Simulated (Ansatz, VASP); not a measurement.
# Si54BN71 (B_N): VASP beside Ansatz

Aim: how closely do two programs agree when they are given the same cell, functional and k mesh? Of the first pair: The structure shown is the start of the Ansatz relaxation below; VASP solves that cell, so the two are compared at the walk's first step.

Method: plane waves, with VASP 6.6.1 beside it; single point at PBEsol, in Ansatz 0.2.0.

### Step 1. The structure

The cell holds 126 atoms: 54 Si, 71 N and 1 B. Its edges and angles: a = 13.206 Å, b = 13.206 Å, c = 8.731 Å, α = 90.0°, β = 90.0°, γ = 120.0°. It derives from Si3N4 (Si3N4 (P6_3/m)). Nearest the centre at fractional (0.576, 0.453, 0.583): B126 at 0.05 Å, Si35 at 1.71 Å, Si32 at 1.74 Å, Si53 at 1.75 Å, N80 at 2.73 Å, N122 at 2.79 Å, N99 at 2.82 Å, N92 at 2.83 Å.

### Step 2. Ansatz: relaxation, PBEsol

Ansatz runs on its PAW soft_1 files.

The two programs are compared at the cell with which this relaxation starts, whose forces are those of its first step.

Contents of input.yaml:

```yaml
crystal:
  lattice:
    - [11.43668588, 6.60297367, 0.0]
    - [-11.43668588, 6.60297367, 0.0]
    - [0.0, 0.0, 8.73076733]
  atoms:
    - { symbol: Si, position: [0.01950046, 0.80655545, 0.25] }
    - { symbol: Si, position: [0.3528338, 0.47322211, 0.25] }
    - { symbol: Si, position: [0.68616713, 0.13988878, 0.25] }
    - { symbol: Si, position: [0.21294502, 0.01950046, 0.08333333] }
    - { symbol: Si, position: [0.54627835, 0.68616713, 0.08333333] }
    - { symbol: Si, position: [0.87961168, 0.3528338, 0.08333333] }
    - { symbol: Si, position: [0.13988878, 0.45372165, 0.08333333] }
    - { symbol: Si, position: [0.47322211, 0.12038832, 0.08333333] }
    - { symbol: Si, position: [0.80655545, 0.78705498, 0.08333333] }
    - { symbol: Si, position: [0.19344455, 0.21294502, 0.25] }
    - { symbol: Si, position: [0.52677789, 0.87961168, 0.25] }
    - { symbol: Si, position: [0.86011122, 0.54627835, 0.25] }
    - { symbol: Si, position: [0.12038832, 0.6471662, 0.25] }
    - { symbol: Si, position: [0.45372165, 0.31383287, 0.25] }
    - { symbol: Si, position: [0.78705498, 0.98049954, 0.25] }
    - { symbol: Si, position: [0.31383287, 0.86011122, 0.08333333] }
    - { symbol: Si, position: [0.6471662, 0.52677789, 0.08333333] }
    - { symbol: Si, position: [0.98049954, 0.19344455, 0.08333333] }
    - { symbol: "N", position: [0.0, 0.66666667, 0.25] }
    - { symbol: "N", position: [0.33333333, 0.33333333, 0.25] }
    - { symbol: "N", position: [0.66666667, 0.0, 0.25] }
    - { symbol: "N", position: [0.0, 0.33333333, 0.08333333] }
    - { symbol: "N", position: [0.33333333, 0.0, 0.08333333] }
    - { symbol: "N", position: [0.66666667, 0.66666667, 0.08333333] }
    - { symbol: "N", position: [0.21345843, 0.45653274, 0.25] }
    - { symbol: "N", position: [0.54679176, 0.12319941, 0.25] }
    - { symbol: "N", position: [0.8801251, 0.78986608, 0.25] }
    - { symbol: "N", position: [0.09025902, 0.8801251, 0.08333333] }
    - { symbol: "N", position: [0.42359235, 0.54679176, 0.08333333] }
    - { symbol: "N", position: [0.75692569, 0.21345843, 0.08333333] }
    - { symbol: "N", position: [0.12319941, 0.57640765, 0.08333333] }
    - { symbol: "N", position: [0.45653274, 0.24307431, 0.08333333] }
    - { symbol: "N", position: [0.78986608, 0.90974098, 0.08333333] }
    - { symbol: "N", position: [0.21013392, 0.09025902, 0.25] }
    - { symbol: "N", position: [0.54346726, 0.75692569, 0.25] }
    - { symbol: "N", position: [0.87680059, 0.42359235, 0.25] }
    - { symbol: "N", position: [0.1198749, 0.21013392, 0.08333333] }
    - { symbol: "N", position: [0.45320824, 0.87680059, 0.08333333] }
    - { symbol: "N", position: [0.78654157, 0.54346726, 0.08333333] }
    - { symbol: "N", position: [0.24307431, 0.78654157, 0.25] }
    - { symbol: "N", position: [0.57640765, 0.45320824, 0.25] }
    - { symbol: "N", position: [0.90974098, 0.1198749, 0.25] }
    - { symbol: Si, position: [0.01950046, 0.80655545, 0.58333333] }
    - { symbol: Si, position: [0.3528338, 0.47322211, 0.58333333] }
    - { symbol: Si, position: [0.68616713, 0.13988878, 0.58333333] }
    - { symbol: Si, position: [0.21294502, 0.01950046, 0.41666667] }
    - { symbol: Si, position: [0.54627835, 0.68616713, 0.41666667] }
    - { symbol: Si, position: [0.87961168, 0.3528338, 0.41666667] }
    - { symbol: Si, position: [0.13988878, 0.45372165, 0.41666667] }
    - { symbol: Si, position: [0.47322211, 0.12038832, 0.41666667] }
    - { symbol: Si, position: [0.80655545, 0.78705498, 0.41666667] }
    - { symbol: Si, position: [0.19344455, 0.21294502, 0.58333333] }
    - { symbol: Si, position: [0.52677789, 0.87961168, 0.58333333] }
    - { symbol: Si, position: [0.86011122, 0.54627835, 0.58333333] }
    - { symbol: Si, position: [0.12038832, 0.6471662, 0.58333333] }
    - { symbol: Si, position: [0.45372165, 0.31383287, 0.58333333] }
    - { symbol: Si, position: [0.78705498, 0.98049954, 0.58333333] }
    - { symbol: Si, position: [0.31383287, 0.86011122, 0.41666667] }
    - { symbol: Si, position: [0.6471662, 0.52677789, 0.41666667] }
    - { symbol: Si, position: [0.98049954, 0.19344455, 0.41666667] }
    - { symbol: "N", position: [0.0, 0.66666667, 0.58333333] }
    - { symbol: "N", position: [0.33333333, 0.33333333, 0.58333333] }
    - { symbol: "N", position: [0.66666667, 0.0, 0.58333333] }
    - { symbol: "N", position: [0.0, 0.33333333, 0.41666667] }
    - { symbol: "N", position: [0.33333333, 0.0, 0.41666667] }
    - { symbol: "N", position: [0.66666667, 0.66666667, 0.41666667] }
    - { symbol: "N", position: [0.21345843, 0.45653274, 0.58333333] }
    - { symbol: "N", position: [0.54679176, 0.12319941, 0.58333333] }
    - { symbol: "N", position: [0.8801251, 0.78986608, 0.58333333] }
    - { symbol: "N", position: [0.09025902, 0.8801251, 0.41666667] }
    - { symbol: "N", position: [0.42359235, 0.54679176, 0.41666667] }
    - { symbol: "N", position: [0.75692569, 0.21345843, 0.41666667] }
    - { symbol: "N", position: [0.12319941, 0.57640765, 0.41666667] }
    - { symbol: "N", position: [0.45653274, 0.24307431, 0.41666667] }
    - { symbol: "N", position: [0.78986608, 0.90974098, 0.41666667] }
    - { symbol: "N", position: [0.21013392, 0.09025902, 0.58333333] }
    - { symbol: "N", position: [0.54346726, 0.75692569, 0.58333333] }
    - { symbol: "N", position: [0.87680059, 0.42359235, 0.58333333] }
    - { symbol: "N", position: [0.1198749, 0.21013392, 0.41666667] }
    - { symbol: "N", position: [0.45320824, 0.87680059, 0.41666667] }
    - { symbol: "N", position: [0.78654157, 0.54346726, 0.41666667] }
    - { symbol: "N", position: [0.24307431, 0.78654157, 0.58333333] }
    - { symbol: B, position: [0.57640765, 0.45320824, 0.58333333] }
    - { symbol: "N", position: [0.90974098, 0.1198749, 0.58333333] }
    - { symbol: Si, position: [0.01950046, 0.80655545, 0.91666667] }
    - { symbol: Si, position: [0.3528338, 0.47322211, 0.91666667] }
    - { symbol: Si, position: [0.68616713, 0.13988878, 0.91666667] }
    - { symbol: Si, position: [0.21294502, 0.01950046, 0.75] }
    - { symbol: Si, position: [0.54627835, 0.68616713, 0.75] }
    - { symbol: Si, position: [0.87961168, 0.3528338, 0.75] }
    - { symbol: Si, position: [0.13988878, 0.45372165, 0.75] }
    - { symbol: Si, position: [0.47322211, 0.12038832, 0.75] }
    - { symbol: Si, position: [0.80655545, 0.78705498, 0.75] }
    - { symbol: Si, position: [0.19344455, 0.21294502, 0.91666667] }
    - { symbol: Si, position: [0.52677789, 0.87961168, 0.91666667] }
    - { symbol: Si, position: [0.86011122, 0.54627835, 0.91666667] }
    - { symbol: Si, position: [0.12038832, 0.6471662, 0.91666667] }
    - { symbol: Si, position: [0.45372165, 0.31383287, 0.91666667] }
    - { symbol: Si, position: [0.78705498, 0.98049954, 0.91666667] }
    - { symbol: Si, position: [0.31383287, 0.86011122, 0.75] }
    - { symbol: Si, position: [0.6471662, 0.52677789, 0.75] }
    - { symbol: Si, position: [0.98049954, 0.19344455, 0.75] }
    - { symbol: "N", position: [0.0, 0.66666667, 0.91666667] }
    - { symbol: "N", position: [0.33333333, 0.33333333, 0.91666667] }
    - { symbol: "N", position: [0.66666667, 0.0, 0.91666667] }
    - { symbol: "N", position: [0.0, 0.33333333, 0.75] }
    - { symbol: "N", position: [0.33333333, 0.0, 0.75] }
    - { symbol: "N", position: [0.66666667, 0.66666667, 0.75] }
    - { symbol: "N", position: [0.21345843, 0.45653274, 0.91666667] }
    - { symbol: "N", position: [0.54679176, 0.12319941, 0.91666667] }
    - { symbol: "N", position: [0.8801251, 0.78986608, 0.91666667] }
    - { symbol: "N", position: [0.09025902, 0.8801251, 0.75] }
    - { symbol: "N", position: [0.42359235, 0.54679176, 0.75] }
    - { symbol: "N", position: [0.75692569, 0.21345843, 0.75] }
    - { symbol: "N", position: [0.12319941, 0.57640765, 0.75] }
    - { symbol: "N", position: [0.45653274, 0.24307431, 0.75] }
    - { symbol: "N", position: [0.78986608, 0.90974098, 0.75] }
    - { symbol: "N", position: [0.21013392, 0.09025902, 0.91666667] }
    - { symbol: "N", position: [0.54346726, 0.75692569, 0.91666667] }
    - { symbol: "N", position: [0.87680059, 0.42359235, 0.91666667] }
    - { symbol: "N", position: [0.1198749, 0.21013392, 0.75] }
    - { symbol: "N", position: [0.45320824, 0.87680059, 0.75] }
    - { symbol: "N", position: [0.78654157, 0.54346726, 0.75] }
    - { symbol: "N", position: [0.24307431, 0.78654157, 0.91666667] }
    - { symbol: "N", position: [0.57640765, 0.45320824, 0.91666667] }
    - { symbol: "N", position: [0.90974098, 0.1198749, 0.91666667] }
  host:
    repeats: [1, 1, 3]
    atoms:
      - { symbol: Si, position: [0.01950046, 0.80655545, 0.75] }
      - { symbol: Si, position: [0.3528338, 0.47322211, 0.75] }
      # ... 40 more atoms of the perfect host
basis:
  ecutwfc: 420
  xc_grid: 2
hamiltonian:
  xc: pbesol
  pseudopotentials: { kind: paw, azcp: { folder: soft_1 }, xc_functional: pbe }
kpoints:
  mp_grid: { grid: [1, 1, 1], shift: [0.25, 0.25, 0.25] }
scf:
  occupations: { method: fixed }
  max_iter: 80
output:
  forces: true
  charged_corrections:
    epsilon: [4.29, 4.29, 4.37]
    static_epsilon: [8.29, 8.29, 8.25]
    defect_position: [0.576408, 0.453208, 0.583333]
relax:
  f_tol: 0.02
  max_steps: 80
  random_displacement: { amplitude: 0.05, seed: 8598 }
checkpoint:
  write: "../q0.relax.run"
  compress: false
  write_wavefunctions: true
  write_every: 100000
```

The run is started by

```
> ansatz run input.yaml --threads 4 --pin off --max-ram 15073MiB --backend cpu --events-out ev --progress --plain --runs-dir out
```

Numbers of over 12 decimals in the logs are rounded to 6 here.

What it wrote:

```text
Engine: ansatz 0.2.0, aarch64-unknown-linux-gnu
Pseudopotentials: kind: paw
Pseudopotential: Si, paw, valence charge 4, recommended cutoff 420 eV (normal), soft_1/Si.paw.azcp
Pseudopotential: N, paw, valence charge 5, recommended cutoff 420 eV (normal), soft_1/N.paw.azcp
Pseudopotential: B, paw, valence charge 3, recommended cutoff 420 eV (normal), soft_1/B.paw.azcp
Functional definition: PBEsol
  exchange = pbesol_x
  correlation = pbesol_c
Crystal: 126 atoms, lattice volume = 1318.628 Å³
Basis set: ecut = 420 eV, 25805 PW (Γ), exchange–correlation on 180×180×120 points (8 copies of the dense FFT grid, shifted against one another)
Bands: 413, of which v1, the nominal top of the filled ones, is band 287 counted from 1 (286 counted from 0)
Symmetry: 1 space group operations
k-points: 1
Non-local potential: Si, projectors of the file, l = 0: 2, l = 1: 2, l = 2: 1
Non-local potential: N, projectors of the file, l = 0: 2, l = 1: 2, l = 2: 1
Non-local potential: B, projectors of the file, l = 0: 2, l = 1: 2, l = 2: 1
PAW form: soft (Blöchl's): semilocal exchange-correlation on the pseudo side does not see the compensation charge
PAW frozen core: Si, regenerated for the run's functional, and the local potential with it (the file was generated under x = pbe(κ = 0.804, μ = 0.219515), c = pbe(β = 0.066725))
PAW frozen core: N, regenerated for the run's functional, and the local potential with it (the file was generated under x = pbe(κ = 0.804, μ = 0.219515), c = pbe(β = 0.066725))
PAW frozen core: B, regenerated for the run's functional, and the local potential with it (the file was generated under x = pbe(κ = 0.804, μ = 0.219515), c = pbe(β = 0.066725))
PAW one-centre angular grid: Si, 110 points (default); XC on 64 Gauss nodes
PAW one-centre angular grid: N, 110 points (default); XC on 64 Gauss nodes
PAW one-centre angular grid: B, 110 points (default); XC on 64 Gauss nodes
Initial density: superposition of atomic densities (chi_scale 0.1, normalization cell, long waves kept (reshape's long-wave potential 0.29 eV rms))
Initial wavefunctions: pseudopotential atomic-orbital guess
Functional: x = pbesol(κ = 0.804, μ = 0.123457), c = pbesol(β = 0.046)
SCF iter   1: F=—  HF=-60826.003654 eV  |F-HF|=—  |Δ(HF+E_count)|=         —  Δρ=1.47e-1  dr2=3.28e2  ethr=3.10e-3  ⟨swp⟩=7.0  Hψ=1640  notcnv=0  defer=124
preconditioner: auto → Resta (q_TF=auto, 2.375 Å⁻¹)  ε∞=3.6  [insulator: Δε(μ)=0.114 eV  Ē_g=15.296 eV  n_scr=282 (ndim 8)  ℏωp=24.5 eV  f_vac=0.009  ε∞_Penn≈3.6]
SCF iter   2: F=—  HF=-60732.168952 eV  |F-HF|=—  |Δ(HF+E_count)|=    9.38e1  Δρ=4.96e-2  dr2=2.12e1  ethr=3.10e-3  ⟨swp⟩=4.0  Hψ=936  notcnv=0  defer=122
SCF iter   3: F=—  HF=-60727.919532 eV  |F-HF|=—  |Δ(HF+E_count)|=    4.25e0  Δρ=2.46e-2  dr2=4.41e0  ethr=3.10e-3  ⟨swp⟩=3.0  Hψ=645  notcnv=0  defer=122
SCF iter   4: F=—  HF=-60727.319413 eV  |F-HF|=—  |Δ(HF+E_count)|=   6.00e-1  Δρ=6.63e-3  dr2=6.64e-1  ethr=7.67e-4  ⟨swp⟩=2.0  Hψ=510  notcnv=0  defer=123
SCF iter   5: F=—  HF=-60727.202372 eV  |F-HF|=—  |Δ(HF+E_count)|=   1.17e-1  Δρ=1.53e-3  dr2=3.55e-2  ethr=1.16e-4  ⟨swp⟩=3.0  Hψ=548  notcnv=0  defer=124
SCF iter   6: F=—  HF=-60727.224980 eV  |F-HF|=—  |Δ(HF+E_count)|=   2.26e-2  Δρ=7.00e-4  dr2=9.04e-3  ethr=6.18e-6  ⟨swp⟩=3.0  Hψ=582  notcnv=0  defer=124
SCF iter   7: F=—  HF=-60727.228422 eV  |F-HF|=—  |Δ(HF+E_count)|=   3.44e-3  Δρ=1.83e-4  dr2=6.70e-4  ethr=1.58e-6  ⟨swp⟩=2.0  Hψ=631  notcnv=0  defer=124
SCF iter   8: F=—  HF=-60727.229473 eV  |F-HF|=—  |Δ(HF+E_count)|=   1.05e-3  Δρ=1.45e-4  dr2=3.05e-4  ethr=1.17e-7  ⟨swp⟩=2.0  Hψ=579  notcnv=0  defer=124
SCF iter   9: F=—  HF=-60727.229544 eV  |F-HF|=—  |Δ(HF+E_count)|=   7.07e-5  Δρ=3.36e-5  dr2=1.60e-5  ethr=5.31e-8  ⟨swp⟩=2.0  Hψ=556  notcnv=0  defer=124
SCF iter  10: F=-60727.229558 eV  HF=-60727.229558 eV  |F-HF|=2.62e-7  |Δ(HF+E_count)|=   1.39e-5  Δρ=1.25e-5  dr2=2.03e-6  ethr=1.74e-9  ⟨swp⟩=4.0  Hψ=1215  notcnv=0
SCF 1 converged in 10 iterations: F = -60727.229558 eV  dr2 = 2.03e-6
  greatest PAW one-centre occupation: 0.797 electrons in one spin orbital (limit 2), on the N atom at site 107 (counted from 0), in its partial waves of l = 0
relax step   1: F+E_penalty+E_count = -60727.22955811 eV  Δ(F+E_penalty+E_count) = +0.000e0 eV  max|allowed force component| = 5.830e0 eV/Å  Δτ_max = 0.0000 Å  (10 SCF iters, dr2 threshold 1.00e-5 eV, accepted)
Initial density: handed on by an earlier stage of this run
Initial wavefunctions: those handed on with the density
iter 1 solved again at ethr=1.70e-4 eV; its pass at ethr=3.10e-3 eV (dr2=9.73e-1 eV) is discarded
SCF iter   1: F=—  HF=-60731.524583 eV  |F-HF|=—  |Δ(HF+E_count)|=         —  Δρ=8.08e-3  dr2=9.86e-1  ethr=1.70e-4  ⟨swp⟩=2.0  Hψ=1460  notcnv=0  defer=124
[...]
- { symbol: N, position: [0.333571, 0.332262, 0.250101] }
    - { symbol: N, position: [0.666269, -0.00021374, 0.249391] }
    - { symbol: N, position: [0.00139881, 0.333891, 0.082636] }
    - { symbol: N, position: [0.333632, -0.000172811, 0.082638] }
    - { symbol: N, position: [0.667869, 0.667073, 0.082648] }
    - { symbol: N, position: [0.214939, 0.456824, 0.250103] }
    - { symbol: N, position: [0.546761, 0.122540, 0.249247] }
    - { symbol: N, position: [0.882222, 0.792096, 0.248923] }
    - { symbol: N, position: [0.091778, 0.879776, 0.082676] }
    - { symbol: N, position: [0.424341, 0.545942, 0.082671] }
    - { symbol: N, position: [0.757115, 0.213664, 0.082678] }
    - { symbol: N, position: [0.124216, 0.576065, 0.082680] }
    - { symbol: N, position: [0.456626, 0.242618, 0.082679] }
    - { symbol: N, position: [0.789600, 0.909877, 0.082669] }
    - { symbol: N, position: [0.209453, 0.089159, 0.249411] }
    - { symbol: N, position: [0.541477, 0.755826, 0.248944] }
    - { symbol: N, position: [0.877663, 0.423575, 0.248883] }
    - { symbol: N, position: [0.119990, 0.209722, 0.082677] }
    - { symbol: N, position: [0.453506, 0.877367, 0.082673] }
    - { symbol: N, position: [0.789637, 0.545894, 0.082679] }
    - { symbol: N, position: [0.244032, 0.785774, 0.249024] }
    - { symbol: N, position: [0.578103, 0.452944, 0.243772] }
    - { symbol: N, position: [0.908351, 0.120825, 0.248230] }
    - { symbol: Si, position: [0.019779, 0.806453, 0.582674] }
    - { symbol: Si, position: [0.350718, 0.470406, 0.582666] }
    - { symbol: Si, position: [0.685771, 0.140035, 0.582675] }
    - { symbol: Si, position: [0.213171, 0.018526, 0.415589] }
    - { symbol: Si, position: [0.546888, 0.686719, 0.415579] }
    - { symbol: Si, position: [0.879504, 0.353175, 0.416132] }
    - { symbol: Si, position: [0.139996, 0.453925, 0.415732] }
    - { symbol: Si, position: [0.471887, 0.117462, 0.415357] }
    - { symbol: Si, position: [0.809031, 0.790669, 0.415175] }
    - { symbol: Si, position: [0.185259, 0.206983, 0.582674] }
    - { symbol: Si, position: [0.526980, 0.879659, 0.582673] }
    - { symbol: Si, position: [0.860192, 0.547260, 0.582677] }
    - { symbol: Si, position: [0.119930, 0.646336, 0.582675] }
    - { symbol: Si, position: [0.437227, 0.301061, 0.582686] }
    - { symbol: Si, position: [0.787415, 0.982053, 0.582673] }
    - { symbol: Si, position: [0.313557, 0.858244, 0.416256] }
    - { symbol: Si, position: [0.651260, 0.532355, 0.405279] }
    - { symbol: Si, position: [0.978669, 0.193493, 0.415044] }
    - { symbol: N, position: [0.000342122, 0.666798, 0.582698] }
[...]
- { symbol: B, position: [0.568800, 0.453702, 0.582692] }
[...]
- { symbol: Si, position: [0.020596, 0.806768, 0.916323] }
    - { symbol: Si, position: [0.353940, 0.472019, 0.915955] }
    - { symbol: Si, position: [0.686228, 0.139899, 0.916080] }
    - { symbol: Si, position: [0.213175, 0.018527, 0.749740] }
    - { symbol: Si, position: [0.546885, 0.686716, 0.749740] }
    - { symbol: Si, position: [0.879508, 0.353178, 0.749194] }
[...]
- { symbol: Si, position: [0.526462, 0.879428, 0.916217] }
    - { symbol: Si, position: [0.862634, 0.546921, 0.917031] }
    - { symbol: Si, position: [0.121392, 0.647046, 0.916402] }
    - { symbol: Si, position: [0.455242, 0.313901, 0.915603] }
    - { symbol: Si, position: [0.786922, 0.981183, 0.916550] }
    - { symbol: Si, position: [0.313557, 0.858239, 0.749075] }
    - { symbol: Si, position: [0.651266, 0.532363, 0.760085] }
    - { symbol: Si, position: [0.978670, 0.193495, 0.750283] }
[...]
- { symbol: N, position: [0.541471, 0.755825, 0.916385] }
    - { symbol: N, position: [0.877654, 0.423570, 0.916448] }
    - { symbol: N, position: [0.115872, 0.206171, 0.751170] }
    - { symbol: N, position: [0.453381, 0.876432, 0.749157] }
    - { symbol: N, position: [0.789586, 0.545691, 0.751578] }
    - { symbol: N, position: [0.244034, 0.785766, 0.916308] }
    - { symbol: N, position: [0.578103, 0.452930, 0.921584] }
    - { symbol: N, position: [0.908353, 0.120827, 0.917101] }
```

The column dr2 measures how far the density is from self-consistency, as an energy; F and HF (Harris–Foulkes) agree once it is small.

(Continued in part 2 of 3.)

[Lines on the potential files, build, host, timing and source positions are cut from VASP's logs without a mark.]

[Logs are printed without paths, hosts, clocks, repeated set-up lines and the standing remarks that a program may print on its own settings, such as how far it seeks lower states.]

[Hosts, paths, dates, database ids (printed as entryN), source tags and the programs' standing remarks are cut or masked in the printed files.]
